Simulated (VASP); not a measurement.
# Sb (R-3m) in VASP: further runs, part 2 of 2

VASP 6.6.1. The steps go on from the part before.

## 5. Relaxation of cell and atoms, LDA

This run uses another cell than the first one, of 29.20 Å³/atom, 0.967 times its volume.

Contents of INCAR:

```
PREC = Accurate ; ENCUT = 600
EDIFF = 1E-7 ; ISMEAR = 1
SIGMA = 0.1 ; LREAL = False
LASPH = True ; NELM = 80
ALGO = Normal ; ISIF = 3
LWAVE = False ; LCHARG = False
IBRION = 2 ; NSW = 90
EDIFFG = -0.005
```

Contents of KPOINTS:

```
Automatic mesh
0
Gamma
  12 12 10
```

Contents of POSCAR:

```
Sb                                      
1.0
    2.1499439799      1.2412707356      3.6473173111
   -2.1499439799      1.2412707356      3.6473173111
   -0.0000000000     -2.4825414711      3.6473173111
  Sb            
     2
Direct
     0.2367028079892864    0.2367028079892864    0.2367028079892864
     0.7632971920107137    0.7632971920107137    0.7632971920107137
```

Run with:

```console
cat potpaw_LDA.64/Sb/POTCAR > POTCAR
mpirun -np 1 vasp_std > vasp.out
```

It took 2.3 min on 1 thread of AMD EPYC 7R13 (Zen 3), shared host; peak memory 0.33 GiB.

Results (log left out):

- Free energy: -9.6265 eV
- Pressure after relaxing: 0.0 GPa
- Largest force after relaxing: 0.005 eV/Å
- Band gap on the k mesh: none (metal or under the smearing width)

Forces on the atoms (eV/Å):
```
Sb   0.000  0.000  0.005
Sb   0.000  0.000 -0.005
```

Final structure:
```
CELL_PARAMETERS angstrom
2.14994 1.24127 3.64732
-2.14994 1.24127 3.64732
0.00000 -2.48254 3.64732
ATOMIC_POSITIONS crystal
Sb 0.23670 0.23670 0.23670
Sb 0.76330 0.76330 0.76330
```

Levels at points of the mesh, in eV from the Fermi level:
```csv
k point,band 3,band 4,band 5,band 6,band 7,band 8
"(0.00, 0.00, 0.00)",-1.93,-1.79,-1.79,2.46,2.92,2.92
"(0.50, 0.00, 0.00)",-1.67,-1.49,-0.26,-0.11,0.28,0.29
"(0.50, 0.50, 0.00)",-5.63,-3.78,-3.74,1.66,5.19,5.56
"(0.50, 0.50, 0.50)",-1.19,-1.19,-0.40,-0.04,-0.04,0.99
```

Caveat: the relaxation stopped at its first step, so nothing moved. Spin-orbit coupling is left out, which matters for the levels of Sb.

## 6. Relaxation of cell and atoms, PBE+D3(BJ)

Contents of INCAR:

```
PREC     = Accurate       # precision mode
ENCUT    = 600            # plane-wave cutoff, eV
EDIFF    = 1E-6           # SCF threshold, eV
ISMEAR   = 1              # smearing method
SIGMA    = 0.1            # smearing width, eV
LREAL    = F              # projectors in reciprocal space
LASPH    = T              # aspherical terms in the spheres
NELM     = 80             # most SCF steps
ALGO     = Normal         # electronic algorithm
ISIF     = 3              # what is computed and relaxed
LWAVE    = F              # write WAVECAR
LCHARG   = F              # write CHGCAR
GGA      = PE             # functional
IVDW     = 12             # dispersion correction
IBRION   = 2              # ionic algorithm
NSW      = 90             # ionic steps
EDIFFG   = -0.01          # ionic threshold
```

KPOINTS is that of step 5.

Contents of POSCAR:

```
Sb
1.0
    2.1542000000      1.2437279499      3.7580000000
   -2.1542000000      1.2437279499      3.7580000000
    0.0000000000     -2.4874558998      3.7580000000
Sb
2
Direct
    0.2334900000      0.2334900000      0.2334900000
    0.7665100000      0.7665100000      0.7665100000
```

Potentials or basis: VASP PAW PBE potentials, release 64 (Sb).

Run with:

```console
cat potpaw_PBE.64/Sb/POTCAR > POTCAR
mpirun -np 1 vasp_std > vasp.out
```

Run time: 7.9 min. Hardware: 1 thread of AMD EPYC 9R14 (Zen 4), shared host; peak memory 0.38 GiB.

Results (log left out):

```
Free energy                            : -9.2024 eV
Relaxed volume                         : 29.70 Å³/atom
Relaxed cell                           : a = 4.438 Å, b = 4.438 Å, c = 4.438 Å, α = 58.29°, β = 58.29°, γ = 58.29°
Space group after relaxing (to 0.05 Å) : R-3m (No. 166)
Energy gained by relaxing              : 5.2 meV/atom
Ionic steps                            : 8
Pressure after relaxing                : 0.0 GPa
Largest force after relaxing           : 0.010 eV/Å
Band gap on the k mesh                 : none (metal or under the smearing width)
Dispersion energy per atom             : -0.481 eV
```

Forces in eV/Å, atoms in the order of the input:
```
Sb   0.000  0.000 -0.010
Sb   0.000  0.000  0.010
```

Step by step:
| step | energy change (eV) | largest force (eV/Å) | pressure (GPa) | volume (Å³) |
| --- | --- | --- | --- | --- |
| 1 | 0.0000 | 0.2471 | 0.20 | 60.41 |
| 2 | -0.0043 | 0.1021 | -0.48 | 60.74 |
| 3 | -0.0047 | 0.0433 | -0.77 | 60.89 |
| 4 | -0.0079 | 0.0207 | -0.48 | 60.33 |
| 5 | -0.0100 | 0.0114 | 0.00 | 59.47 |
| 6 | -0.0100 | 0.0146 | 0.06 | 59.38 |
| 7 | -0.0102 | 0.0124 | 0.02 | 59.39 |
| 8 | -0.0103 | 0.0098 | -0.03 | 59.40 |

Final structure:
```cif
data_structure
_symmetry_space_group_name_H-M 'P 1'
_symmetry_Int_Tables_number 1
_cell_length_a 4.4384
_cell_length_b 4.4384
_cell_length_c 4.4384
_cell_angle_alpha 58.291
_cell_angle_beta 58.291
_cell_angle_gamma 58.291
_cell_volume 59.40
loop_
_atom_site_label
_atom_site_type_symbol
_atom_site_fract_x
_atom_site_fract_y
_atom_site_fract_z
_atom_site_occupancy
Sb1 Sb 0.23703 0.23703 0.23703 1
Sb2 Sb 0.76297 0.76297 0.76297 1
```

Levels at points of the mesh, in eV from the Fermi level:
```tsv
k point	band 1	band 2	band 3	band 4	band 5	band 6	band 7	band 8	band 9
(0.00, 0.00, 0.00)	-12.69	-4.62	-1.92	-1.77	-1.77	2.47	2.91	2.91	4.97
(0.50, 0.00, 0.00)	-10.25	-9.68	-1.65	-1.48	-0.28	-0.09	0.27	0.27	7.98
(0.50, 0.50, 0.00)	-10.27	-7.80	-5.56	-3.74	-3.68	1.70	5.14	5.50	7.21
(0.50, 0.50, 0.50)	-10.88	-9.15	-1.18	-1.18	-0.36	-0.04	-0.04	0.96	7.46
```

Caveat: pairwise dispersion overbinds metals, which lowers pressure and volume. Spin-orbit coupling is left out, which matters for the levels of Sb.

## 7. Overview

| task | level | potentials or basis | cell | k mesh | cutoff (eV) | gap on the mesh (eV) | pressure (GPa) |
| --- | --- | --- | --- | --- | --- | --- | --- |
| relaxation of shape and atoms at fixed volume | PBE | VASP PAW PBE potentials, release 64 (Sb) | atoms relaxed at fixed volume from: a relaxed cell with its volume scaled by 1.04 | 6 × 6 × 5 | 300 | none | -1.1 |
| relaxation of shape and atoms at fixed volume | PBE | VASP PAW PBE potentials, release 64 (Sb) | atoms relaxed at fixed volume from: a relaxed cell with its volume scaled by 1.06 | 6 × 6 × 5 | 300 | none | -1.5 |
| relaxation of cell and atoms | LDA | VASP PAW LDA potentials, release 64 (Sb) | relaxed | 12 × 12 × 10 | 600 | none | 0.0 |
| relaxation of cell and atoms | PBE+D3(BJ) | VASP PAW PBE potentials, release 64 (Sb) | relaxed | 12 × 12 × 10 | 600 | none | 0.0 |

Alike in all rows: no spin polarisation; smearing methfessel-paxton 0.1 eV.

Caveats: the relaxation stopped at its first step, so nothing moved (some runs); pairwise dispersion overbinds metals, which lowers pressure and volume (some runs).

Total energies depend on the potentials used, so only differences within one code and one set of settings carry meaning.
